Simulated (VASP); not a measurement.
# Ru (Fd-3m) in VASP: notebook

The runs below take Ru through single point, with r2SCAN.

All numbers are computed with VASP 6.6.1; they aren't measurements. Logs are shortened: lines on timing, memory, paths and dates and some standing lists are left out, and cuts for length are marked.

## (1) Starting point

The structure is cubic, space group Fd-3m (No. 227). The conventional cell has a = 5.164 Å, b = 5.164 Å, c = 5.164 Å, α = 90.00°, β = 90.00°, γ = 90.00°. Ru (site symmetry -43m) has 4 Ru at 2.24 Å as nearest neighbours.

This isn't the form of Ru at room conditions, which is hcp.

## (2) Single point, r2SCAN

POSCAR reads:

```
Ru
1.0
    0.0000000000      2.5818259214      2.5818259214
    2.5818259214      0.0000000000      2.5818259214
    2.5818259214      2.5818259214      0.0000000000
Ru
2
Direct
   -0.1250000000     -0.1250000000     -0.1250000000
    0.1250000000      0.1250000000      0.1250000000
```

INCAR.step1 reads:

```
  PREC = Accurate
  ENCUT = 520
  ISMEAR = -1
  SIGMA = 0.05
  LREAL = False
  LASPH = True
  NELM = 100
  NBANDS = 21
  GGA = PE
  ALGO = Normal
  EDIFF = 1E-4
  LWAVE = True
  LCHARG = False
```

INCAR.step2 reads:

```
  PREC = Accurate
  ENCUT = 520
  EDIFF = 1E-7
  ISMEAR = -1
  SIGMA = 0.05
  LREAL = False
  LASPH = True
  NELM = 100
  ALGO = Normal
  ISIF = 2
  LWAVE = False
  LCHARG = False
  METAGGA = R2SCAN
  LMIXTAU = True
  NBANDS = 21
  ISTART = 1
```

KPOINTS reads:

```
regular mesh
0
Gamma
  10 10 10
```

Potentials or basis: VASP PAW PBE potentials, release 64 (Ru_pv).

Started as:

```console
> cat potpaw_PBE.64/Ru_pv/POTCAR > POTCAR
> cp INCAR.step1 INCAR
> mpirun -np 1 vasp_std > vasp.out
> cp INCAR.step2 INCAR
> mpirun -np 1 vasp_std > vasp.out
```

OUTCAR:

```text
PREC = Accurate
   ENCUT = 520
   EDIFF = 1E-7
   ISMEAR = -1
   LREAL = False
   LASPH = True
   NELM = 100
   ISIF = 2
   METAGGA = R2SCAN
   ISTART = 1

 ion  position               nearest neighbor table
   1  0.875  0.875  0.875-   2 2.24   2 2.24   2 2.24   2 2.24
   2  0.125  0.125  0.125-   1 2.24   1 2.24   1 2.24   1 2.24

  LATTYP: Found a face centered cubic cell.
 ALAT       =     5.1636518428

  Lattice vectors:

 A1 = (   0.0000000000,   2.5818259214,   2.5818259214)
 A2 = (   2.5818259214,   0.0000000000,   2.5818259214)
 A3 = (   2.5818259214,   2.5818259214,   0.0000000000)

Analysis of symmetry for initial positions (statically):
=====================================================================
 Subroutine PRICEL returns:
 Original cell was already a primitive cell.

 Routine SETGRP: Setting up the symmetry group for a
 face centered cubic supercell.

 Subroutine GETGRP returns: Found 48 space group operations
 (whereof 12 operations were pure point group operations)
 out of a pool of 48 trial point group operations.

The static configuration has the point symmetry D_3d.
 The point group associated with its full space group is O_h .

Analysis of symmetry for dynamics (positions and initial velocities):
=====================================================================
 Subroutine PRICEL returns:
 Original cell was already a primitive cell.

 Routine SETGRP: Setting up the symmetry group for a
 face centered cubic supercell.

 Subroutine GETGRP returns: Found 48 space group operations
 (whereof 12 operations were pure point group operations)
 out of a pool of 48 trial point group operations.

The dynamic configuration has the point symmetry D_3d.
 The point group associated with its full space group is O_h .

 Subroutine INISYM returns: Found 48 space group operations
 (whereof 12 operations are pure point group operations),
 and found     1 'primitive' translations

----------------------------------------------------------------------------------------

                                     Primitive cell

  volume of cell :      34.4200

  direct lattice vectors                    reciprocal lattice vectors
     0.000000000  2.581825921  2.581825921    -0.193661391  0.193661391  0.193661391
     2.581825921  0.000000000  2.581825921     0.193661391 -0.193661391  0.193661391
     2.581825921  2.581825921  0.000000000     0.193661391  0.193661391 -0.193661391

  length of vectors
     3.651253234  3.651253234  3.651253234     0.335431369  0.335431369  0.335431369

  position of ions in fractional coordinates (direct lattice)
     0.875000000  0.875000000  0.875000000
     0.125000000  0.125000000  0.125000000

  ion indices of the primitive-cell ions
   primitive index   ion index
                 1           1
                 2           2

----------------------------------------------------------------------------------------

 KPOINTS: regular mesh

Automatic generation of k-mesh.
 Grid dimensions read from file:
 generate k-points for:   10   10   10

 Generating k-lattice:

  Cartesian coordinates                     Fractional coordinates (reciprocal lattice)
    -0.019366139  0.019366139  0.019366139     0.100000000  0.000000000  0.000000000
     0.019366139 -0.019366139  0.019366139     0.000000000  0.100000000  0.000000000
     0.019366139  0.019366139 -0.019366139     0.000000000  0.000000000  0.100000000

  Length of vectors
     0.033543137  0.033543137  0.033543137

  Shift w.r.t. Gamma in fractional coordinates (k-lattice)
     0.000000000  0.000000000  0.000000000

 Subroutine IBZKPT returns following result:
 ===========================================

 Found     47 irreducible k-points:

 Following reciprocal coordinates:
            Coordinates               Weight
  0.000000  0.000000  0.000000      1.000000
  0.100000  0.000000  0.000000      8.000000
  0.200000  0.000000  0.000000      8.000000
  0.300000  0.000000  0.000000      8.000000
  0.400000  0.000000  0.000000      8.000000
  0.500000  0.000000  0.000000      4.000000
[... 16 lines left out ...]
  0.300000  0.300000  0.000000      6.000000
  0.400000  0.300000  0.000000     24.000000
 [... further k-points ...]
   k-points           NKPTS =     47   k-points in BZ     NKDIM =     47   number of bands    NBANDS=     21
   number of dos      NEDOS =    301   number of ions     NIONS =      2
   total plane-waves  NPLWV =  21952
   dimension x,y,z NGX =    28 NGY =   28 NGZ =   28
   dimension x,y,z NGXF=    56 NGYF=   56 NGZF=   56
   ions per type =               2
   NGX,Y,Z   is equivalent  to a cutoff of  12.75, 12.75, 12.75 a.u.
   NGXF,Y,Z  is equivalent  to a cutoff of  25.50, 25.50, 25.50 a.u.
 SYSTEM =  unknown system
   PREC   = accura    normal or accurate (medium, high low for compatibility)
   ISTART =      1    job   : 0-new  1-cont  2-samecut
   ICHARG =      0    charge: 1-file 2-atom 10-const
   ISPIN  =      1    spin polarized calculation?
   LNONCOLLINEAR =      F non collinear calculations
   LSORBIT =      F    spin-orbit coupling
   LASPH  =      T    aspherical Exc in radial PAW
   ENCUT  =  520.0 eV  38.22 Ry    6.18 a.u.   6.79  6.79  6.79*2*pi/ulx,y,z
   NELM   =    100;   NELMIN=  2; NELMDL=  0     # of ELM steps
   EDIFF  = 0.1E-06   stopping-criterion for ELM
   LREAL  =      F    real-space projection
   EDIFFG = 0.1E-05   stopping-criterion for IOM
   NSW    =      0    number of steps for IOM
   IBRION =     -1    ionic relax: 0-MD 1-quasi-New 2-CG
   NFREE  =      0    steps in history (QN), initial steepest desc. (CG)
   ISIF   =      2    stress and relaxation
   ISYM   =      2    0-nonsym 1-usesym 2-fastsym
   POTIM  = 0.5000    time-step for ionic-motion
   TEBEG  =    0.0;   TEEND  =   0.0 temperature during run
   PSTRESS=    0.0 pullay stress
   NELECT =      28.0000    total number of electrons
   NUPDOWN=      -1.0000    fix difference up-down
   EMIN   =  10.00;   EMAX   =-10.00  energy-range for DOS
   EFERMI =   0.00;   METHOD = LEGACY
   ISMEAR =    -1;   SIGMA  =   0.05  broadening in eV -4-tet -1-fermi 0-gaus
   EFERMI_NEDOS =   21; number of points for ismear=-14 and -15
   IALGO  =     38    algorithm
   IMIX   =      4    mixing-type and parameters
     AMIX     =   0.40;   BMIX     =  1.00
     AMIX_MAG =   1.60;   BMIX_MAG =  1.00
  volume/ion in A,a.u.               =      17.21       116.14
  Fermi-wavevector in a.u.,A,eV,Ry     =   1.528236  2.887948 31.776497  2.335507
  Thomas-Fermi vector in A             =   2.636023
   LORBIT       =      0    0 simple, 1 ext, 2 COOP (PROOUT), +10 PAW based schemes
   METAGGA = R2SCAN    functional components
   LHFCALC =     F    Hartree Fock is set to
   AEXX    =    0.0000 exact exchange contribution
   IVDW    =     0    specifies the selected vdW correction
   LEPSILON=     F    determine dielectric tensor
   LRPA    =     F    only Hartree local field effects (RPA)
 non-spin polarized calculation
  energy-cutoff  :      520.00
  volume of cell :       34.42
 maximum number of plane-waves:       941
   NGX = 13   NGY = 13   NGZ = 13

 number of electron      27.9999989 magnetization

 Free energy of the ion-electron system (eV)
  ---------------------------------------------------
  ext. energy  EPLUGINS =         0.00000000
  ---------------------------------------------------
  free energy    TOTEN  =       -48.00370879 eV

  energy without entropy =      -47.99368633  energy(sigma->0) =      -47.99869756

 E-fermi :   9.2297     XC(G=0): -13.1293

 val. band max:        9.1887913379   @ k =   0.4000   0.3000   0.0000
 cond. band min:       9.2930887675   @ k =   0.3000   0.2000   0.1000
 fundamental gap:      0.1042974296
 Fermi energy:         9.2297121405

 k-point     1 :       0.0000    0.0000    0.0000
  band No.  band energies     occupation
      1     -35.8691      2.00000
      2     -35.8691      2.00000
      3     -35.8691      2.00000
      4     -34.4163      2.00000
      5     -34.4163      2.00000
      6     -34.4163      2.00000
[... 13 lines left out ...]
     20      23.0905      0.00000
     21      23.3825      0.00000

 k-point     2 :       0.1000    0.0000    0.0000
  band No.  band energies     occupation
      1     -35.8867      2.00000
      2     -35.8867      2.00000
      3     -35.8675      2.00000
      4     -34.4181      2.00000
      5     -34.3970      2.00000
      6     -34.3970      2.00000
[... 13 lines left out ...]
     20      21.6193      0.00000
     21      23.3870      0.00000

 k-point     3 :       0.2000    0.0000    0.0000
  band No.  band energies     occupation
      1     -35.9308      2.00000
      2     -35.9308      2.00000
      3     -35.8641      2.00000
      4     -34.4221      2.00000
      5     -34.3485      2.00000
      6     -34.3485      2.00000
[... 13 lines left out ...]
     20      19.6806      0.00000
     21      21.7637      0.00000

 k-point     4 :       0.3000    0.0000    0.0000
  band No.  band energies     occupation
      1     -35.9818      2.00000
      2     -35.9818      2.00000
      3     -35.8614      2.00000
      4     -34.4252      2.00000
      5     -34.2921      2.00000
      6     -34.2921      2.00000
[... 13 lines left out ...]
     20      18.3159      0.00000
     21      20.9681      0.00000

 k-point     5 :       0.4000    0.0000    0.0000
  band No.  band energies     occupation
      1     -36.0207      2.00000
      2     -36.0207      2.00000
      3     -35.8605      2.00000
      4     -34.4260      2.00000
      5     -34.2489      2.00000
      6     -34.2489      2.00000
[... 13 lines left out ...]
     20      18.3151      0.00000
     21      20.6787      0.00000

 k-point     6 :       0.5000    0.0000    0.0000
  band No.  band energies     occupation
      1     -36.0350      2.00000
      2     -36.0350      2.00000
      3     -35.8604      2.00000
      4     -34.4260      2.00000
      5     -34.2328      2.00000
      6     -34.2328      2.00000
[... 13 lines left out ...]
     20      18.3151      0.00000
     21      20.6037      0.00000

 k-point     7 :       0.1000    0.1000    0.0000
  band No.  band energies     occupation
      1     -35.9077      2.00000
      2     -35.9077      2.00000
      3     -35.8341      2.00000
      4     -34.4540      2.00000
      5     -34.3742      2.00000
      6     -34.3742      2.00000
[... 13 lines left out ...]
     20      21.6112      0.00000
     21      22.8198      0.00000
[... 291 lines left out ...]
      1     -36.1879      2.00000
      2     -36.0775      2.00000
      3     -35.6012      2.00000
      4     -34.6819      2.00000
      5     -34.1858      2.00000
      6     -34.0831      2.00000
[... 13 lines left out ...]
     20      18.3152      0.00000
     21      18.3175      0.00000

 k-point    21 :      -0.3000    0.2000    0.0000
  band No.  band energies     occupation
      1     -36.1655      2.00000
      2     -36.0353      2.00000
      3     -35.6557      2.00000
      4     -34.6267      2.00000
      5     -34.2325      2.00000
      6     -34.1066      2.00000
[... 13 lines left out ...]
     20      18.3154      0.00000
     21      18.3172      0.00000

 k-point    22 :      -0.2000    0.2000    0.0000
  band No.  band energies     occupation
      1     -36.1035      2.00000
      2     -35.9839      2.00000
      3     -35.7341      2.00000
      4     -34.5500      2.00000
      5     -34.2895      2.00000
      6     -34.1699      2.00000
[... 13 lines left out ...]
     20      18.3186      0.00000
     21      18.3246      0.00000

 k-point    23 :       0.3000    0.3000    0.0000
  band No.  band energies     occupation
      1     -36.1015      2.00000
      2     -36.1015      2.00000
      3     -35.5752      2.00000
      4     -34.7281      2.00000
      5     -34.1604      2.00000
      6     -34.1604      2.00000
[... 13 lines left out ...]
     20      18.3101      0.00000
     21      18.3347      0.00000

 k-point    24 :       0.4000    0.3000    0.0000
  band No.  band energies     occupation
      1     -36.1516      2.00000
      2     -36.1378      2.00000
      3     -35.4872      2.00000
      4     -34.8157      2.00000
      5     -34.1196      2.00000
      6     -34.1080      2.00000
[... 13 lines left out ...]
     20      17.3460      0.00000
     21      18.3166      0.00000

 [... further k-points ...]

------------------------ aborting loop because EDIFF is reached ----------------------------------------

  FORCE on cell =-STRESS in cart. coord.  units (eV):
  Direction    XX          YY          ZZ          XY          YZ          ZX
  --------------------------------------------------------------------------------------
  -------------------------------------------------------------------------------------
  Total        7.9348465      7.9348465      7.9348465      0.0000000     -0.0000000     -0.0000000
  in kB      369.3501216    369.3501216    369.3501216      0.0000000     -0.0000000     -0.0000000
  external PRESSURE =     369.3501216 kB  Pullay stress =       0.0000000 kB

 VOLUME and BASIS-vectors are now :
 -----------------------------------------------------------------------------
  energy-cutoff  :      520.00
  volume of cell :       34.42
      direct lattice vectors                 reciprocal lattice vectors
     0.000000000  2.581825921  2.581825921    -0.193661391  0.193661391  0.193661391
     2.581825921  0.000000000  2.581825921     0.193661391 -0.193661391  0.193661391
     2.581825921  2.581825921  0.000000000     0.193661391  0.193661391 -0.193661391

 POSITION                                       TOTAL-FORCE (eV/Angst)
 -----------------------------------------------------------------------------------
      4.51820      4.51820      4.51820         0.000000      0.000000      0.000000
      0.64546      0.64546      0.64546        -0.000000     -0.000000     -0.000000
 -----------------------------------------------------------------------------------
    total drift:                                0.000000     -0.000000     -0.000000

  FREE ENERGIE OF THE ION-ELECTRON SYSTEM (eV)
  ---------------------------------------------------
  free  energy   TOTEN  =       -48.0037087867 eV

  energy  without entropy=      -47.9936863346  energy(sigma->0) =      -47.99869756
```

Run time: 56 s. Hardware: 1 thread of Intel Xeon 6975P-C (Granite Rapids), shared host; peak memory 0.17 GiB.

What came out:

```
Free energy            : -48.0037 eV
Pressure               : 36.9 GPa
Band gap on the k mesh : none (metal or under the smearing width)
```

Caveat: a pressure of tens of GPa on the cell as given is suspect, and the run, the potentials or the cell itself is likely at fault; the PAW data sets were made with another functional, which shifts forces and pressure a little.

(Part 1 of 2 ends here.)
